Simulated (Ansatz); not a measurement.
# Blue phosphorene bilayer (AA') in a perpendicular field

Aim: how the blue phosphorene bilayer (AA') screens a field along its normal, and what the field does to its bands. A positive field points along +c.

Calculated with Ansatz 0.2.0; plane-wave DFT, PBE-D3(BJ), Ansatz PAW, in the first sound run; inputs show where later runs differ.

**1. The structure**

The cell holds 4 atoms: 4 P. Its edges and angles: a = 3.280 Å, b = 3.280 Å, c = 23.680 Å, α = 90.0°, β = 90.0°, γ = 120.0°. Regions: layer 1: blue phosphorene, 2 atoms (2 P); layer 2: blue phosphorene, 2 atoms (2 P). Vacuum lies along c.

**2. Relaxing the slab**

The starting cell is a guess, so the in-plane lattice and the atoms are relaxed first, with the slab cut off from its images along the normal. The program lengthens the vector along the normal by itself, so c and the volume that it reports differ from the typed ones.

The input, input.yaml:

```yaml
crystal:
  lattice:
    - [3.28, 0.0, 0.0]
    - [-1.64, 2.8405633244, 0.0]
    - [0.0, 0.0, 23.68]
  atoms:
    - { symbol: P, position: [0.6666666667, 0.3333333333, 0.3800675676] }
    - { symbol: P, position: [0.3333333333, 0.6666666667, 0.4324324324] }
    - { symbol: P, position: [0.3333333333, 0.6666666667, 0.5675675676] }
    - { symbol: P, position: [0.6666666667, 0.3333333333, 0.6199324324] }
  periodic: [true, true, false]
kpoints:
  mp_grid: { grid: [12, 12, 1] }
hamiltonian:
  xc: pbe
  dispersion: d3bj
scf:
  occupations: { method: fermi_dirac, width: 0.05 }
  convergence: { dr2_threshold: 1.0e-09 }
relax:
  f_tol: 0.004
  max_steps: 90
  cell: {}
output:
  write_potential: true
  write_density: true
  volumetric_format: npy
```

Started as:

```console
> ansatz run input.yaml --threads 2 --pin off --max-ram 3072MiB --backend cpu --events-out ev --progress --plain --runs-dir out
```

Numbers of over 12 decimals in the logs are rounded to 6 here.

The log of the run:

```text
Warning: crystal.periodic: the lattice vector that does not repeat stood 0.000° off the slab's normal, 23.680 Å along it as the deck builds it. The run solves the slab on a vector along the normal, 35.160 Å long, with every atom where it was (on the deck's vector they left 18.00 Å outside them, and the widest stretch free of ions among them is 3.20 Å). A fractional position that the run reports is one of the run's ce [...]
Warning: relax.cell: scf.convergence.dr2_threshold = 1e-9 eV is looser than the 1.62692628103e-10 eV advised for a relaxation that steers and ends on the stress (1e-10 eV for each atom of the cell: 4, times the square of relax.cell.stress_2d_tol = 0.05 N/m over 15.7 Å (the atoms' height at the walk's start and 5 Å past either face), 3.189e-2 GPa, over a crystal's default 0.05). What an SCF threshold leaves in a stress goes as its square root, and in the free energy as the threshold itself, and one threshold admits the most on a small cell: [figures from the program's tests cut] Set scf.convergence.dr2_threshold to 1.62692628103e-10 eV or tighter. [rest of the remark cut]
crystal.periodic: the lattice vector that does not repeat stood 0.000° off the slab's normal, 23.680 Å along it as the deck builds it. The run solves the slab on a vector along the normal, 35.160 Å long, with every atom where it was (on the deck's vector they left 18.00 Å outside them, and the widest stretch free of ions among them is 3.20 Å). A fractional position that the run reports is one of the run's cell, which [...]
Engine: ansatz 0.2.0, aarch64-unknown-linux-gnu
Pseudopotentials: kind: paw
Pseudopotential: P, paw, valence charge 5, recommended cutoff 420 eV (normal), P.paw.azcp
Functional definition: PBE
  parameter kappa = 0.804
  parameter beta = 0.066725
  exchange = pbe_x(kappa = kappa, mu = beta*pi^2/3)
  correlation = pbe_c(beta = beta)
Crystal: 4 atoms, lattice volume = 327.587 Å³
Basis set: ecut = 420 eV, 6537 PW (Γ), exchange–correlation on 48×48×480 points (8 copies of the dense FFT grid, shifted against one another)
Bands: 14, of which v1, the nominal top of the filled ones, is band 10 counted from 1 (9 counted from 0)
Symmetry: 12 space group operations
Space group: P-6m2 (ITA 187), of the structure as read, at distance tolerance 6.9e-5 Å
k-points: 19 of 144 (time reversal used)
Non-local potential: P, projectors of the file, l = 0: 2, l = 1: 2, l = 2: 2
PAW form: soft (Blöchl's): semilocal exchange-correlation on the pseudo side does not see the compensation charge
PAW one-centre angular grid: P, 110 points (default); XC on 64 Gauss nodes
Initial density: superposition of atomic densities (neutral atoms: chi_scale 0, normalization atom), corrected by the library's trained network
Initial wavefunctions: pseudopotential atomic-orbital guess
Functional: x = pbe(κ = 0.804, μ = 0.219515), c = pbe(β = 0.066725)
SCF iter   1: F=—  HF=-3023.462983 eV  |F-HF|=—  |Δ(HF+E_count)|=         —  Δρ=1.46e-3  dr2=5.62e-2  ethr=1.77e-3  ⟨swp⟩=12.7  Hψ=2915  notcnv=0
preconditioner: auto → Resta (q_TF=auto, 1.712 Å⁻¹)  ε∞=2.1  [insulator: Δε(μ)=0.741 eV  Ē_g=8.738 eV  σ=0.050 eV  W_gap=1.00  n_scr=18 (ndim 8)  ℏωp=9.2 eV  f_vac=0.714  D(μ)=0.00/eV (n_scr^D=0)  ε∞_Penn≈2.1  vacuum switching on, ρ_ref=5.5e-3 e/Å³]
SCF iter   2: F=—  HF=-3023.461340 eV  |F-HF|=—  |Δ(HF+E_count)|=   1.64e-3  Δρ=1.68e-3  dr2=4.13e-2  ethr=2.81e-4  ⟨swp⟩=4.2  Hψ=693  notcnv=0
SCF iter   3: F=—  HF=-3023.456219 eV  |F-HF|=—  |Δ(HF+E_count)|=   5.12e-3  Δρ=6.08e-4  dr2=2.63e-3  ethr=2.07e-4  ⟨swp⟩=2.3  Hψ=431  notcnv=0
SCF iter   4: F=—  HF=-3023.456476 eV  |F-HF|=—  |Δ(HF+E_count)|=   2.58e-4  Δρ=1.69e-4  dr2=1.43e-4  ethr=1.31e-5  ⟨swp⟩=3.3  Hψ=579  notcnv=0
SCF iter   5: F=—  HF=-3023.456536 eV  |F-HF|=—  |Δ(HF+E_count)|=   5.96e-5  Δρ=4.51e-5  dr2=1.49e-5  ethr=7.14e-7  ⟨swp⟩=2.7  Hψ=514  notcnv=0
SCF iter   6: F=—  HF=-3023.456538 eV  |F-HF|=—  |Δ(HF+E_count)|=   1.61e-6  Δρ=8.99e-6  dr2=2.54e-7  ethr=7.47e-8  ⟨swp⟩=2.9  Hψ=532  notcnv=0
SCF iter   7: F=—  HF=-3023.456522 eV  |F-HF|=—  |Δ(HF+E_count)|=   1.58e-5  Δρ=1.41e-6  dr2=1.52e-8  ethr=1.27e-9  ⟨swp⟩=3.2  Hψ=589  notcnv=0
SCF iter   8: F=-3023.456522 eV  HF=-3023.456522 eV  |F-HF|=2.20e-10  |Δ(HF+E_count)|=   1.61e-8  Δρ=3.67e-7  dr2=8.14e-10  ethr=5.00e-12  ⟨swp⟩=10.5  Hψ=2553  notcnv=0
SCF 1 converged in 8 iterations: F = -3023.456522 eV  dr2 = 8.14e-10
  greatest PAW one-centre occupation: 0.821 electrons in one spin orbital (limit 2), on the P atom at site 2 (counted from 0), in its partial waves of l = 0
relax step   1: F+E_penalty+E_count = -3023.45652179 eV  Δ(F+E_penalty+E_count) = +0.000e0 eV  max|allowed force component| = 4.383e-1 eV/Å  Δτ_max = 0.0000 Å  P = -1.377 N/m  Ω = 327.587 Å³  fix = [c, alpha, beta]  reactions: c +0.000 N/m  (8 SCF iters, accepted)
Crystal: 4 atoms, lattice volume = 325.467 Å³
Basis set: ecut = 420 eV, 6489 PW (Γ), exchange–correlation on 48×48×480 points (8 copies of the dense FFT grid, shifted against one another)
Initial density: handed on by an earlier stage of this run
Initial wavefunctions: those handed on with the density
iter 1 solved again at ethr=4.93e-4 eV; its pass at ethr=3.10e-3 eV (dr2=9.87e-2 eV) is discarded
SCF iter   1: F=—  HF=-3023.580260 eV  |F-HF|=—  |Δ(HF+E_count)|=         —  Δρ=7.57e-3  dr2=9.96e-2  ethr=4.93e-4  ⟨swp⟩=1.8  Hψ=3184  notcnv=0
preconditioner: auto → Resta (q_TF=auto, 1.714 Å⁻¹)  ε∞=2.1  [insulator: Δε(μ)=1.213 eV  Ē_g=8.792 eV  σ=0.050 eV  W_gap=1.00  n_scr=18 (ndim 8)  ℏωp=9.2 eV  f_vac=0.697  D(μ)=0.00/eV (n_scr^D=0)  ε∞_Penn≈2.1  vacuum switching on, ρ_ref=5.6e-3 e/Å³]
SCF iter   2: F=—  HF=-3023.577081 eV  |F-HF|=—  |Δ(HF+E_count)|=   3.18e-3  Δρ=3.85e-3  dr2=2.93e-2  ethr=4.93e-4  ⟨swp⟩=2.5  Hψ=394  notcnv=0
SCF iter   3: F=—  HF=-3023.585243 eV  |F-HF|=—  |Δ(HF+E_count)|=   8.16e-3  Δρ=1.83e-3  dr2=5.85e-2  ethr=1.46e-4  ⟨swp⟩=3.5  Hψ=598  notcnv=0
SCF iter   4: F=—  HF=-3023.578144 eV  |F-HF|=—  |Δ(HF+E_count)|=   7.10e-3  Δρ=2.76e-4  dr2=5.41e-4  ethr=1.46e-4  ⟨swp⟩=2.7  Hψ=465  notcnv=0
SCF iter   5: F=—  HF=-3023.578272 eV  |F-HF|=—  |Δ(HF+E_count)|=   1.28e-4  Δρ=7.99e-5  dr2=1.76e-4  ethr=2.71e-6  ⟨swp⟩=3.2  Hψ=580  notcnv=0
SCF iter   6: F=—  HF=-3023.578249 eV  |F-HF|=—  |Δ(HF+E_count)|=   2.34e-5  Δρ=3.94e-5  dr2=4.74e-5  ethr=8.81e-7  ⟨swp⟩=2.0  Hψ=345  notcnv=0
SCF iter   7: F=—  HF=-3023.578242 eV  |F-HF|=—  |Δ(HF+E_count)|=   6.33e-6  Δρ=6.36e-6  dr2=2.54e-7  ethr=2.37e-7  ⟨swp⟩=2.7  Hψ=464  notcnv=0
SCF iter   8: F=—  HF=-3023.578230 eV  |F-HF|=—  |Δ(HF+E_count)|=   1.22e-5  Δρ=3.64e-6  dr2=3.44e-7  ethr=1.27e-9  ⟨swp⟩=3.6  Hψ=668  notcnv=0
[...]
SCF iter   2: F=—  HF=-3023.566571 eV  |F-HF|=—  |Δ(HF+E_count)|=   1.04e-2  Δρ=2.71e-3  dr2=1.91e-2  ethr=3.49e-4  ⟨swp⟩=2.8  Hψ=502  notcnv=0
SCF iter   3: F=—  HF=-3023.568727 eV  |F-HF|=—  |Δ(HF+E_count)|=   2.16e-3  Δρ=1.53e-3  dr2=3.27e-2  ethr=9.54e-5  ⟨swp⟩=3.3  Hψ=600  notcnv=0
SCF iter   4: F=—  HF=-3023.564990 eV  |F-HF|=—  |Δ(HF+E_count)|=   3.74e-3  Δρ=3.07e-4  dr2=2.34e-4  ethr=9.54e-5  ⟨swp⟩=2.2  Hψ=431  notcnv=0
SCF iter   5: F=—  HF=-3023.565086 eV  |F-HF|=—  |Δ(HF+E_count)|=   9.65e-5  Δρ=7.55e-5  dr2=3.93e-5  ethr=1.17e-6  ⟨swp⟩=3.4  Hψ=602  notcnv=0
SCF iter   6: F=—  HF=-3023.565079 eV  |F-HF|=—  |Δ(HF+E_count)|=   7.22e-6  Δρ=2.15e-5  dr2=3.37e-6  ethr=1.97e-7  ⟨swp⟩=2.7  Hψ=535  notcnv=0
SCF iter   7: F=—  HF=-3023.565074 eV  |F-HF|=—  |Δ(HF+E_count)|=   4.70e-6  Δρ=5.90e-6  dr2=1.90e-7  ethr=1.68e-8  ⟨swp⟩=2.8  Hψ=492  notcnv=0
SCF iter   8: F=—  HF=-3023.565059 eV  |F-HF|=—  |Δ(HF+E_count)|=   1.53e-5  Δρ=8.15e-7  dr2=3.00e-9  ethr=9.51e-10  ⟨swp⟩=3.1  Hψ=563  notcnv=0
SCF iter   9: F=-3023.565059 eV  HF=-3023.565059 eV  |F-HF|=2.47e-10  |Δ(HF+E_count)|=   1.96e-9  Δρ=1.87e-7  dr2=1.48e-10  ethr=5.00e-12  ⟨swp⟩=12.0  Hψ=2259  notcnv=0
SCF 3 converged in 9 iterations: F = -3023.565059 eV  dr2 = 1.48e-10
  greatest PAW one-centre occupation: 0.820 electrons in one spin orbital (limit 2), on the P atom at site 2 (counted from 0), in its partial waves of l = 0
relax step   3: F+E_penalty+E_count = -3023.56505909 eV  Δ(F+E_penalty+E_count) = +1.317e-2 eV  max|allowed force component| = 6.440e-1 eV/Å  Δτ_max = 0.1576 Å  P = +1.139 N/m  Ω = 315.072 Å³  energy of the carried Pulay correction = +4.071e-4 eV  fix = [c, alpha, beta]  (9 SCF iters, rejected (line search))
[...]
relax step   4: F+E_penalty+E_count = -3023.59439981 eV  Δ(F+E_penalty+E_count) = -1.617e-2 eV  max|allowed force component| = 1.099e-1 eV/Å  Δτ_max = 0.0770 Å  P = -0.232 N/m  Ω = 322.204 Å³  energy of the carried Pulay correction = +1.732e-4 eV  fix = [c, alpha, beta]  reactions: c +0.000 N/m  (8 SCF iters, accepted)
[...]
relax step   5: F+E_penalty+E_count = -3023.59995940 eV  Δ(F+E_penalty+E_count) = -5.560e-3 eV  max|allowed force component| = 1.417e-2 eV/Å  Δτ_max = 0.0798 Å  P = -0.048 N/m  Ω = 321.863 Å³  energy of the carried Pulay correction = +1.842e-4 eV  fix = [c, alpha, beta]  reactions: c +0.000 N/m  (8 SCF iters, accepted)
[...]
relax step   6: F+E_penalty+E_count = -3023.60015875 eV  Δ(F+E_penalty+E_count) = -1.993e-4 eV  max|allowed force component| = 6.237e-3 eV/Å  Δτ_max = 0.0175 Å  P = +0.075 N/m  Ω = 321.344 Å³  energy of the carried Pulay correction = +2.011e-4 eV  fix = [c, alpha, beta]  reactions: c +0.000 N/m  (7 SCF iters, accepted)
[...]
relax step   7: F+E_penalty+E_count = -3023.60017558 eV  Δ(F+E_penalty+E_count) = -1.683e-5 eV  max|allowed force component| = 2.190e-3 eV/Å  Δτ_max = 0.0033 Å  P = -0.015 N/m  Ω = 321.703 Å³  energy of the carried Pulay correction = +1.894e-4 eV  fix = [c, alpha, beta]  reactions: c +0.000 N/m  (7 SCF iters, accepted)
Initial wavefunctions: pseudopotential atomic-orbital guess (no wavefunctions were taken with the density)
iter 1 solved again at ethr=5.37e-7 eV; its pass at ethr=3.10e-3 eV (dr2=1.07e-4 eV) is discarded
SCF iter   1: F=—  HF=-3023.600043 eV  |F-HF|=—  |Δ(HF+E_count)|=         —  Δρ=6.19e-6  dr2=1.17e-8  ethr=5.37e-7  ⟨swp⟩=5.5  Hψ=4171  notcnv=0
eigensolver tolerance schedule: the retry pair's looser diagonalisation over-reported the residual by 9170.85 of it (diagonalisation noise at an unbounded share of the residual, at the tolerance the schedule requests for it); recorded, not acted on — ethr = c·dr2/N_el stays at c = 1.0e-1
preconditioner: auto → Resta (q_TF=auto, 1.717 Å⁻¹)  ε∞=2.1  [insulator: Δε(μ)=1.522 eV  Ē_g=8.817 eV  σ=0.050 eV  W_gap=1.00  n_scr=18 (ndim 8)  ℏωp=9.3 eV  f_vac=0.689  D(μ)=0.00/eV (n_scr^D=0)  ε∞_Penn≈2.1  vacuum switching on, ρ_ref=5.6e-3 e/Å³]
SCF iter   2: F=—  HF=-3023.600024 eV  |F-HF|=—  |Δ(HF+E_count)|=   1.84e-5  Δρ=3.19e-6  dr2=3.05e-9  ethr=5.85e-11  ⟨swp⟩=5.6  Hψ=1017  notcnv=0
SCF iter   3: F=—  HF=-3023.600024 eV  |F-HF|=—  |Δ(HF+E_count)|=   3.32e-8  Δρ=4.40e-7  dr2=1.06e-9  ethr=5.00e-12  ⟨swp⟩=15.1  Hψ=2565  notcnv=0
SCF iter   4: F=-3023.600024 eV  HF=-3023.600024 eV  |F-HF|=6.32e-10  |Δ(HF+E_count)|=  4.67e-10  Δρ=2.01e-7  dr2=7.07e-10  ethr=5.00e-12  ⟨swp⟩=9.6  Hψ=1796  notcnv=0
SCF 8 converged in 4 iterations: F = -3023.600024 eV  dr2 = 7.07e-10
relax step   8: F+E_penalty+E_count = -3023.60002446 eV  Δ(F+E_penalty+E_count) = +1.511e-4 eV  max|allowed force component| = 2.238e-3 eV/Å  Δτ_max = 0.0000 Å  P = -0.021 N/m  Ω = 321.703 Å³  fix = [c, alpha, beta]  reactions: c +0.000 N/m  stress off target by 2.06e-2 N/m on what of the cell is left free  SCF on the basis re-selected at this cell (its energy is not comparable with the rows above)  (4 SCF iters)
basis re-selected at this cell: Δ(F+E_penalty+E_count) = +1.511e-4 eV, ΔP = -0.006 N/m vs the last step (what re-selecting the basis moved, of the pressure what is left beyond the Pulay correction that the steps carried, after the strain that the cell walked since its last selection, with what the two solves' SCF thresholds leave and, on support functions, any second-order correction that the steps lacked; it is no m [...]
SCF converged after 4 iterations
Free energy (F): -3023.600024 eV
Harris-Foulkes:  -3023.600024 eV  (|F-HF|=6.32e-10)
Internal energy: -3023.600024 eV  (E = F + TS)
E sigma→0 (E₀):  -3023.600024 eV
Entropy (-TS):   -0.000000 eV (-0.000 meV/atom)
Fermi energy:    -5.093411 eV
--- Per-component energies (eV) ---
  E_band       = -228.138852
  E_kinetic    = 278.728845
  E_local      = -22837.538170  (includes V_loc(G=0)·N_el)
  E_nonlocal   = 136.111728
  E_hartree    = 11232.724449
  E_xc         = -244.265123
  E_vxc        = -240.708595  (∫ρ·V_xc dr)
  E_paw        = -2277.387644  (= ΣΔE_a)
  E_vpaw       = -30.179688  (= ΣTr[D̂ρ^β])
  E_aug_tail   = 0.000013  (compensation charges beyond the density's cutoff)
  E_ewald      = 10689.016883
  E_disp       = -0.991005  (pairwise vdW)
  E_smearing   = -0.000000  (= −TS)
  E_closure    = 0.000000  (closes the sum)
  Σ components = -3023.600024   (vs F -3023.600024, Δ=0.00e0)
--- Forces (eV/Å), atoms counted from 1 ---
  atom   1  P     -0.00000000     0.00000000    -0.00223806
  atom   2  P      0.00000000    -0.00000000     0.00179373
  atom   3  P      0.00000000    -0.00000000    -0.00179373
  atom   4  P     -0.00000000     0.00000000     0.00223806
  max |Σ_I F_I| component: 8.67e-19 eV/Å
--- 2D stress c σ (N/m, compression-positive) ---
       -0.020605      -0.000000       0.000000
        0.000000      -0.020605       0.000000
        0.000000       0.000000       0.000000
  P = ½ c Tr σ = -0.0206 N/m
--- Band table (eV; the first three rows and the last of 19) ---
  k-point 0: bands = [... 6 lower, -6.2057, -6.1955, -6.1955, -6.1745, -2.1871, -2.1871, -2.1784, -2.1576]
  k-point 1: bands = [... 6 lower, -7.0136, -6.4640, -6.4533, -6.1127, -2.5017, -2.4553, -1.8625, -1.8285]
  k-point 2: bands = [... 6 lower, -7.0183, -7.0069, -6.8240, -5.9699, -3.2117, -3.1277, -1.2227, -1.1697]
  k-point 18: bands = [... 6 lower, -8.1774, -7.9570, -7.8867, -7.6978, -4.2251, -3.9234, -1.0332, -0.9541]
  the weakly bound empty levels are not read free of the cell's end (no_gap_told)
--- Relaxed structure (7 steps of the walk, 6 accepted, 1 SCFs on fresh bases) ---
  F+E_penalty+E_count = -3023.60002446 eV   max|allowed force component| = 2.238e-3 eV/Å   (the final SCF, on the basis selected at the relaxed cell)
  cell:  # Å, volume = 321.7033 Å³
    - [3.250409, 0, 0.0]
    - [-1.625204, 2.814937, 0.0]
    - [0.0, 0.0, 35.159999996928]
  atoms:
    - { symbol: P, position: [0.666667, 0.333333, 0.245551] }
    - { symbol: P, position: [0.333333, 0.666667, 0.280994] }
    - { symbol: P, position: [0.333333, 0.666667, 0.392498] }
    - { symbol: P, position: [0.666667, 0.333333, 0.427941] }
```

Elapsed: 35 s, on 2 threads of Arm Neoverse V2, shared host; peak memory 0.47 GiB.

Relaxation path:

| step | energy less that of the first step (eV) | largest force component (eV/Å) | volume (Å³) |
| --- | --- | --- | --- |
| 1 | 0.0000 | 0.4383 | 327.59 |
| 2 | -0.1217 | 0.0951 | 325.47 |
| 3 | -0.1085 | 0.6440 | 315.07 |
| 4 | -0.1379 | 0.1099 | 322.20 |
| 5 | -0.1434 | 0.0142 | 321.86 |
| 6 | -0.1436 | 0.0062 | 321.34 |
| 7 | -0.1437 | 0.0022 | 321.70 |
| 8* | -0.1435 | 0.0022 | 321.70 |

Relaxation steps marked * repeat the geometry before them on a plane-wave basis chosen anew for their cell, so energy and pressure can jump there. Relaxation step 3 was tried and not accepted.

The run keeps the 12 symmetry operations that it works with, so distortions that break them were not tested.

| cell as run | before | after | change |
| --- | --- | --- | --- |
| a (Å) | 3.280 | 3.250 | -0.9 % |
| b (Å) | 3.280 | 3.250 | -0.9 % |

The atoms that moved most (Å, along periodic axes as changes of fractional coordinates times the final cell, across vacuum about the mean position):

| atom | dx | dy | dz | length |
| --- | --- | --- | --- | --- |
| P4 | 0.000 | 0.000 | 0.366 | 0.366 |
| P1 | 0.000 | 0.000 | -0.366 | 0.366 |
| P2 | 0.000 | 0.000 | -0.360 | 0.360 |
| P3 | 0.000 | 0.000 | 0.360 | 0.360 |

Final coordinates:

```cif
data_structure
_symmetry_space_group_name_H-M 'P 1'
_symmetry_Int_Tables_number 1
_cell_length_a 3.2504
_cell_length_b 3.2504
_cell_length_c 35.1600
_cell_angle_alpha 90.000
_cell_angle_beta 90.000
_cell_angle_gamma 120.000
_cell_volume 321.70
loop_
_atom_site_label
_atom_site_type_symbol
_atom_site_fract_x
_atom_site_fract_y
_atom_site_fract_z
_atom_site_occupancy
P1 P 0.66667 0.33333 0.24555 1
P2 P 0.33333 0.66667 0.28099 1
P3 P 0.33333 0.66667 0.39250 1
P4 P 0.66667 0.33333 0.42794 1
```

The lattice constant a goes from 3.280 to 3.250 Å.

(Part 1 of 4 ends here.)

[Logs are printed without paths, hosts, clocks, repeated set-up lines and the standing remarks that a program may print on its own settings, such as how far it seeks lower states.]

[Hosts, paths, dates, database ids (printed as entryN), source tags and the programs' standing remarks are cut or masked in the printed files.]

[Maps of the electrostatic potential energy from Ansatz leave out the sawtooth potential of an applied field or a dipole correction, so their vacuum need not be flat; planar profiles and work functions include it.]
